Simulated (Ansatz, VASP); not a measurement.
**Sn21H20 (Sn wire along [100], 21 atoms a period, H-terminated) in two plane-wave programs**

Wanted: the spread between two codes on one cell, functional and k mesh. The structure shown is the start of the Ansatz relaxation below; VASP solves that cell, so the two are compared at the walk's first step.

Main program and level: Ansatz 0.2.0; plane waves, with VASP 6.6.1 beside it; single point at PBE.

**1. Starting point**

The cell holds 41 atoms: 21 Sn and 20 H. Cell: a = 18.796 Å, b = 18.796 Å, c = 6.650 Å, α = 90.0°, β = 90.0°, γ = 90.0°. Vacuum lies along a and b. The structure's axis is c.

**2. Ansatz: relaxation, PBE**

Ansatz runs on its PAW soft_1 files.

The two programs are compared at the cell with which this relaxation starts, whose forces are those of its first step.

Input file input.yaml:

```yaml
crystal:
  lattice:
    - [18.796, 0.0, 0.0]
    - [0.0, 18.796, 0.0]
    - [0.0, 0.0, 6.65]
  atoms:
    - { symbol: Sn, position: [0.323093369, 0.49999271, 0.0] }
    - { symbol: Sn, position: [0.49999271, 0.323093369, 0.0] }
    - { symbol: Sn, position: [0.49999271, 0.67689205, 0.0] }
    - { symbol: Sn, position: [0.67689205, 0.49999271, 0.0] }
    - { symbol: H, position: [0.180889551, 0.357788891, 0.098065719] }
    - { symbol: H, position: [0.357788891, 0.180889551, 0.098065719] }
    - { symbol: H, position: [0.642196528, 0.819095868, 0.098065719] }
    - { symbol: H, position: [0.819095868, 0.642196528, 0.098065719] }
    - { symbol: Sn, position: [0.234643699, 0.41154304, 0.25] }
    - { symbol: Sn, position: [0.41154304, 0.234643699, 0.25] }
    - { symbol: Sn, position: [0.41154304, 0.58844238, 0.25] }
    - { symbol: Sn, position: [0.58844238, 0.41154304, 0.25] }
    - { symbol: Sn, position: [0.58844238, 0.76534172, 0.25] }
    - { symbol: Sn, position: [0.76534172, 0.58844238, 0.25] }
    - { symbol: H, position: [0.269339221, 0.730646198, 0.348065719] }
    - { symbol: H, position: [0.730646198, 0.269339221, 0.348065719] }
    - { symbol: H, position: [0.180889551, 0.465297188, 0.401934281] }
    - { symbol: H, position: [0.465297188, 0.180889551, 0.401934281] }
    - { symbol: H, position: [0.534688232, 0.819095868, 0.401934281] }
    - { symbol: H, position: [0.819095868, 0.534688232, 0.401934281] }
    - { symbol: Sn, position: [0.323093369, 0.323093369, 0.5] }
    - { symbol: Sn, position: [0.323093369, 0.67689205, 0.5] }
    - { symbol: Sn, position: [0.49999271, 0.49999271, 0.5] }
    - { symbol: Sn, position: [0.67689205, 0.323093369, 0.5] }
    - { symbol: Sn, position: [0.67689205, 0.67689205, 0.5] }
    - { symbol: H, position: [0.180889551, 0.534688232, 0.598065719] }
    - { symbol: H, position: [0.465297188, 0.819095868, 0.598065719] }
    - { symbol: H, position: [0.534688232, 0.180889551, 0.598065719] }
    - { symbol: H, position: [0.819095868, 0.465297188, 0.598065719] }
    - { symbol: H, position: [0.269339221, 0.269339221, 0.651934281] }
    - { symbol: H, position: [0.730646198, 0.730646198, 0.651934281] }
    - { symbol: Sn, position: [0.234643699, 0.58844238, 0.75] }
    - { symbol: Sn, position: [0.41154304, 0.41154304, 0.75] }
    - { symbol: Sn, position: [0.41154304, 0.76534172, 0.75] }
    - { symbol: Sn, position: [0.58844238, 0.234643699, 0.75] }
    - { symbol: Sn, position: [0.58844238, 0.58844238, 0.75] }
    - { symbol: Sn, position: [0.76534172, 0.41154304, 0.75] }
    - { symbol: H, position: [0.180889551, 0.642196528, 0.901934281] }
    - { symbol: H, position: [0.357788891, 0.819095868, 0.901934281] }
    - { symbol: H, position: [0.642196528, 0.180889551, 0.901934281] }
    - { symbol: H, position: [0.819095868, 0.357788891, 0.901934281] }
kpoints:
  mp_grid: { grid: [1, 1, 13] }
scf:
  occupations: { method: fermi_dirac, width: 0.05 }
hamiltonian:
  xc: pbe
  pseudopotentials: { kind: paw, azcp: { folder: soft_1 } }
relax:
  cell: { fix: [a, b, alpha, beta, gamma] }
  max_steps: 45
  f_tol: 0.03
```

Command:

```console
$ ansatz run input.yaml --threads 4 --pin off --max-ram 16384MiB --backend cpu --events-out ev --progress --plain --runs-dir out
```

Numbers of over 12 decimals in the logs are rounded to 6 here.

The log of the run:

```text
Engine: ansatz 0.2.0, aarch64-unknown-linux-gnu
Pseudopotentials: kind: paw
Pseudopotential: Sn, paw, valence charge 14, recommended cutoff 420 eV (normal), soft_1/Sn.paw.azcp
Pseudopotential: H, paw, valence charge 1, recommended cutoff 420 eV (normal), soft_1/H.paw.azcp
Functional definition: PBE
  parameter kappa = 0.804
  parameter beta = 0.066725
  exchange = pbe_x(kappa = kappa, mu = beta*pi^2/3)
  correlation = pbe_c(beta = beta)
Crystal: 41 atoms, lattice volume = 2349.376 Å³
Basis set: ecut = 420 eV, 45963 PW (Γ), exchange–correlation on 256×256×90 points (8 copies of the dense FFT grid, shifted against one another)
Bands: 198, of which v1, the nominal top of the filled ones, is band 157 counted from 1 (156 counted from 0)
Symmetry: 8 space group operations
Space group: P-42m (ITA 111), of the structure as read, at distance tolerance 1.3e-4 Å
k-points: 7 of 13
Non-local potential: Sn, projectors of the file, l = 0: 2, l = 1: 2, l = 2: 2, l = 3: 1
Non-local potential: H, projectors of the file, l = 0: 2, l = 1: 1
PAW form: soft (Blöchl's): semilocal exchange-correlation on the pseudo side does not see the compensation charge
PAW one-centre angular grid: Sn, 590 points (default); XC on 64 Gauss nodes
PAW one-centre angular grid: H, 110 points (default); XC on 64 Gauss nodes
Initial density: superposition of atomic densities (neutral atoms: chi_scale 0, normalization atom)
Initial wavefunctions: pseudopotential atomic-orbital guess
Functional: x = pbe(κ = 0.804, μ = 0.219515), c = pbe(β = 0.066725)
SCF iter   1: F=—  HF=-126824.269601 eV  |F-HF|=—  |Δ(HF+E_count)|=         —  Δρ=2.82e-2  dr2=1.98e1  ethr=3.10e-3  ⟨swp⟩=6.9  Hψ=6240  notcnv=0  defer=58
preconditioner: auto → Resta (q_TF=auto, 1.951 Å⁻¹)  ε∞=2.0  [insulator: Δε(μ)=1.230 eV  Ē_g=7.896 eV  σ=0.050 eV  W_gap=1.00  n_scr=304 (ndim 8)  ℏωp=7.8 eV  f_vac=0.532  D(μ)=0.00/eV (n_scr^D=0)  ε∞_Penn≈2.0  vacuum switching on, ρ_ref=4.5e-3 e/Å³]
SCF iter   2: F=—  HF=-126819.647067 eV  |F-HF|=—  |Δ(HF+E_count)|=    4.62e0  Δρ=1.07e-2  dr2=4.18e0  ethr=3.10e-3  ⟨swp⟩=3.0  Hψ=2011  notcnv=0  defer=217
SCF iter   3: F=—  HF=-126819.085355 eV  |F-HF|=—  |Δ(HF+E_count)|=   5.62e-1  Δρ=4.49e-3  dr2=2.39e0  ethr=1.33e-3  ⟨swp⟩=3.4  Hψ=1956  notcnv=0  defer=219
SCF iter   4: F=—  HF=-126818.736860 eV  |F-HF|=—  |Δ(HF+E_count)|=   3.48e-1  Δρ=1.40e-3  dr2=1.22e-1  ethr=7.61e-4  ⟨swp⟩=4.0  Hψ=1535  notcnv=0  defer=219
SCF iter   5: F=—  HF=-126818.738611 eV  |F-HF|=—  |Δ(HF+E_count)|=   1.75e-3  Δρ=5.12e-4  dr2=6.27e-3  ethr=3.88e-5  ⟨swp⟩=2.3  Hψ=2000  notcnv=0  defer=214
SCF iter   6: F=—  HF=-126818.743698 eV  |F-HF|=—  |Δ(HF+E_count)|=   5.09e-3  Δρ=1.29e-4  dr2=5.96e-4  ethr=2.00e-6  ⟨swp⟩=2.0  Hψ=1535  notcnv=0  defer=214
SCF iter   7: F=—  HF=-126818.744307 eV  |F-HF|=—  |Δ(HF+E_count)|=   6.09e-4  Δρ=3.49e-5  dr2=7.25e-5  ethr=1.90e-7  ⟨swp⟩=2.0  Hψ=2270  notcnv=0  defer=214
SCF iter   8: F=—  HF=-126818.743854 eV  |F-HF|=—  |Δ(HF+E_count)|=   4.53e-4  Δρ=1.25e-5  dr2=4.39e-6  ethr=2.31e-8  ⟨swp⟩=2.0  Hψ=2297  notcnv=0  defer=214
SCF iter   9: F=—  HF=-126818.743864 eV  |F-HF|=—  |Δ(HF+E_count)|=   1.01e-5  Δρ=3.65e-6  dr2=5.58e-7  ethr=1.40e-9  ⟨swp⟩=3.0  Hψ=2529  notcnv=0  defer=214
SCF iter  10: F=-126818.743865 eV  HF=-126818.743865 eV  |F-HF|=4.57e-9  |Δ(HF+E_count)|=   7.72e-7  Δρ=1.20e-6  dr2=7.55e-8  ethr=3.18e-11  ⟨swp⟩=5.3  Hψ=5003  notcnv=0
SCF 1 converged in 10 iterations: F = -126818.743865 eV  dr2 = 7.55e-8
  greatest PAW one-centre occupation: 0.991 electrons in one spin orbital (limit 2), on the Sn atom at site 8 (counted from 0), in its partial waves of l = 2
relax step   1: F+E_penalty+E_count = -126818.74386472 eV  Δ(F+E_penalty+E_count) = +0.000e0 eV  max|allowed force component| = 1.694e-1 eV/Å  Δτ_max = 0.0000 Å  P = -0.364 GPa  Ω = 2349.376 Å³  fix = [a, b, alpha, beta, gamma]  reactions: a -0.389, b -0.389 GPa  (10 SCF iters, dr2 threshold 1.00e-7 eV, accepted)
Crystal: 41 atoms, lattice volume = 2339.683 Å³
Basis set: ecut = 420 eV, 45747 PW (Γ), exchange–correlation on 256×256×90 points (8 copies of the dense FFT grid, shifted against one another)
Initial density: handed on by an earlier stage of this run
Initial wavefunctions: those handed on with the density
iter 1 solved again at ethr=2.28e-4 eV; its pass at ethr=3.10e-3 eV (dr2=7.16e-1 eV) is discarded
SCF iter   1: F=—  HF=-126818.735288 eV  |F-HF|=—  |Δ(HF+E_count)|=         —  Δρ=6.70e-3  dr2=7.25e-1  ethr=2.28e-4  ⟨swp⟩=5.6  Hψ=6248  notcnv=0  defer=3
preconditioner: auto → Resta (q_TF=auto, 1.952 Å⁻¹)  ε∞=1.5  [insulator: Δε(μ)=1.690 eV  Ē_g=19.003 eV  σ=0.050 eV  W_gap=1.00  n_scr=296 (ndim 8)  ℏωp=13.6 eV  f_vac=0.583  D(μ)=0.00/eV (n_scr^D=0)  ε∞_Penn≈1.5  vacuum switching on, ρ_ref=2.6e-2 e/Å³]
SCF iter   2: F=—  HF=-126818.633684 eV  |F-HF|=—  |Δ(HF+E_count)|=   1.02e-1  Δρ=3.30e-3  dr2=1.57e-1  ethr=2.28e-4  ⟨swp⟩=2.9  Hψ=1950  notcnv=0  defer=64
[...]
SCF iter   3: F=—  HF=-126819.018668 eV  |F-HF|=—  |Δ(HF+E_count)|=   4.35e-4  Δρ=3.72e-6  dr2=3.55e-8  ethr=2.24e-11  ⟨swp⟩=4.0  Hψ=2927  notcnv=0
SCF iter   4: F=—  HF=-126819.018778 eV  |F-HF|=—  |Δ(HF+E_count)|=   1.11e-4  Δρ=7.94e-7  dr2=2.35e-8  ethr=1.13e-11  ⟨swp⟩=3.0  Hψ=1970  notcnv=0
[...]
SCF converged after 6 iterations
Free energy (F): -126819.018789 eV
Harris-Foulkes:  -126819.018789 eV  (|F-HF|=2.59e-7)
Internal energy: -126819.018789 eV  (E = F + TS)
E sigma→0 (E₀):  -126819.018789 eV
Entropy (-TS):   -0.000000 eV (-0.000 meV/atom)
Fermi energy:    -0.580222 eV
--- Per-component energies (eV) ---
  E_band       = -5134.781066
  E_kinetic    = 3774.830748
  E_local      = -124417.510631  (includes V_loc(G=0)·N_el)
  E_nonlocal   = 3053.971518
  E_hartree    = 60588.928890
  E_xc         = -2795.605805
  E_vxc        = -1882.030801  (∫ρ·V_xc dr)
  E_paw        = -91789.238181  (= ΣΔE_a)
  E_vpaw       = -6841.888815  (= ΣTr[D̂ρ^β])
  E_aug_tail   = -0.011539  (compensation charges beyond the density's cutoff)
  E_ewald      = 24765.616210
  E_smearing   = -0.000000  (= −TS)
  E_closure    = -0.000000  (closes the sum)
  Σ components = -126819.018789   (vs F -126819.018789, Δ=0.00e0)
--- Forces (eV/Å), atoms counted from 1 ---
  atom   1  Sn    -0.01407752     0.00000000     0.00000000
  atom   2  Sn     0.00000000    -0.01407752    -0.00000000
  atom   3  Sn     0.00000000     0.01407752    -0.00000000
  atom   4  Sn     0.01407752     0.00000000    -0.00000000
  atom   5  H      0.01324900     0.01861817     0.02145668
  atom   6  H      0.01861817     0.01324900     0.02145668
  atom   7  H     -0.01861817    -0.01324900     0.02145668
  atom   8  H     -0.01324900    -0.01861817     0.02145668
  atom   9  Sn    -0.02937907    -0.00085116    -0.01207850
  atom  10  Sn    -0.00085116    -0.02937907    -0.01207850
  atom  11  Sn    -0.00384052     0.00384052    -0.01635305
  atom  12  Sn     0.00384052    -0.00384052    -0.01635305
  atom  13  Sn     0.00085116     0.02937907    -0.01207850
  atom  14  Sn     0.02937907     0.00085116    -0.01207850
  atom  15  H      0.00081309    -0.00081309    -0.00368649
  atom  16  H     -0.00081309     0.00081309    -0.00368649
  atom  17  H      0.02136020    -0.01974793    -0.01722231
  atom  18  H     -0.01974793     0.02136020    -0.01722231
  atom  19  H      0.01974793    -0.02136020    -0.01722231
  atom  20  H     -0.02136020     0.01974793    -0.01722231
  atom  21  Sn    -0.01213558    -0.01213558    -0.01216801
  atom  22  Sn    -0.01213558     0.01213558     0.01216801
  atom  23  Sn     0.00000000     0.00000000     0.00000000
  atom  24  Sn     0.01213558    -0.01213558     0.01216801
[...]
atom  34  Sn    -0.00085116     0.02937907     0.01207850
  atom  35  Sn     0.00085116    -0.02937907     0.01207850
  atom  36  Sn     0.00384052     0.00384052     0.01635305
  atom  37  Sn     0.02937907    -0.00085116     0.01207850
  atom  38  H      0.01324900    -0.01861817    -0.02145668
  atom  39  H      0.01861817    -0.01324900    -0.02145668
  atom  40  H     -0.01861817     0.01324900    -0.02145668
  atom  41  H     -0.01324900     0.01861817    -0.02145668
  max |Σ_I F_I| component: 1.04e-17 eV/Å
--- Stress (GPa, compression-positive) ---
       -0.008684      -0.000000       0.000000
       -0.000000      -0.008684      -0.000000
        0.000000      -0.000000      -0.010630
  P = ⅓ Tr σ = -0.0093 GPa (-0.093 kbar)
--- Relaxed structure (7 steps of the walk, 6 accepted, 1 SCFs on fresh bases) ---
  F+E_penalty+E_count = -126819.01878943 eV   max|allowed force component| = 2.938e-2 eV/Å   (the final SCF, on the basis selected at the relaxed cell)
  cell:  # Å, volume = 2351.2127 Å³
    - [18.796, 0.0, 0.0]
    - [0.0, 18.796, 0]
    - [0.0, 0, 6.655199]
  atoms:
    - { symbol: Sn, position: [0.324532, 0.499993, 6.235206332137434e-19] }
    - { symbol: Sn, position: [0.499993, 0.324532, 6.235206332137431e-19] }
    - { symbol: Sn, position: [0.499993, 0.675453, 6.235206332137434e-19] }
    - { symbol: Sn, position: [0.675453, 0.499993, 6.235206332137431e-19] }
    - { symbol: H, position: [0.193753, 0.350544, 0.076904] }
    - { symbol: H, position: [0.350544, 0.193753, 0.076904] }
    - { symbol: H, position: [0.649442, 0.806233, 0.076904] }
    - { symbol: H, position: [0.806233, 0.649442, 0.076904] }
    - { symbol: Sn, position: [0.239064, 0.407607, 0.237519] }
    - { symbol: Sn, position: [0.407607, 0.239064, 0.237519] }
    - { symbol: Sn, position: [0.412704, 0.587281, 0.249838] }
    - { symbol: Sn, position: [0.587281, 0.412704, 0.249838] }
    - { symbol: Sn, position: [0.592379, 0.760921, 0.237519] }
    - { symbol: Sn, position: [0.760921, 0.592379, 0.237519] }
    - { symbol: H, position: [0.272028, 0.727957, 0.352753] }
    - { symbol: H, position: [0.727957, 0.272028, 0.352753] }
    - { symbol: H, position: [0.175288, 0.455813, 0.367601] }
    - { symbol: H, position: [0.455813, 0.175288, 0.367601] }
    - { symbol: H, position: [0.544172, 0.824698, 0.367601] }
    - { symbol: H, position: [0.824698, 0.544172, 0.367601] }
    - { symbol: Sn, position: [0.325859, 0.325859, 0.498264] }
    - { symbol: Sn, position: [0.325859, 0.674127, 0.501736] }
    - { symbol: Sn, position: [0.499993, 0.499993, 0.500000] }
    - { symbol: Sn, position: [0.674127, 0.325859, 0.501736] }
    - { symbol: Sn, position: [0.674127, 0.674127, 0.498264] }
    - { symbol: H, position: [0.175288, 0.544172, 0.632399] }
    - { symbol: H, position: [0.455813, 0.824698, 0.632399] }
    - { symbol: H, position: [0.544172, 0.175288, 0.632399] }
    - { symbol: H, position: [0.824698, 0.455813, 0.632399] }
    - { symbol: H, position: [0.272028, 0.272028, 0.647247] }
    - { symbol: H, position: [0.727957, 0.727957, 0.647247] }
    - { symbol: Sn, position: [0.239064, 0.592379, 0.762481] }
    - { symbol: Sn, position: [0.412704, 0.412704, 0.750162] }
    - { symbol: Sn, position: [0.407607, 0.760921, 0.762481] }
    - { symbol: Sn, position: [0.592379, 0.239064, 0.762481] }
    - { symbol: Sn, position: [0.587281, 0.587281, 0.750162] }
    - { symbol: Sn, position: [0.760921, 0.407607, 0.762481] }
    - { symbol: H, position: [0.193753, 0.649442, 0.923096] }
    - { symbol: H, position: [0.350544, 0.806233, 0.923096] }
    - { symbol: H, position: [0.649442, 0.193753, 0.923096] }
    - { symbol: H, position: [0.806233, 0.350544, 0.923096] }
```

Reading the cycles: dr2 is the Hartree energy of the density residual (eV), the measure of convergence; HF is the Harris–Foulkes estimate of the energy, which meets the free energy F at convergence.

[end of part 1 of 2]

[Lines on the potential files, build, host, timing and source positions are cut from VASP's logs without a mark.]

[Logs are printed without paths, hosts, clocks, repeated set-up lines and the standing remarks that a program may print on its own settings, such as how far it seeks lower states.]

[Hosts, paths, dates, database ids (printed as entryN), source tags and the programs' standing remarks are cut or masked in the printed files.]
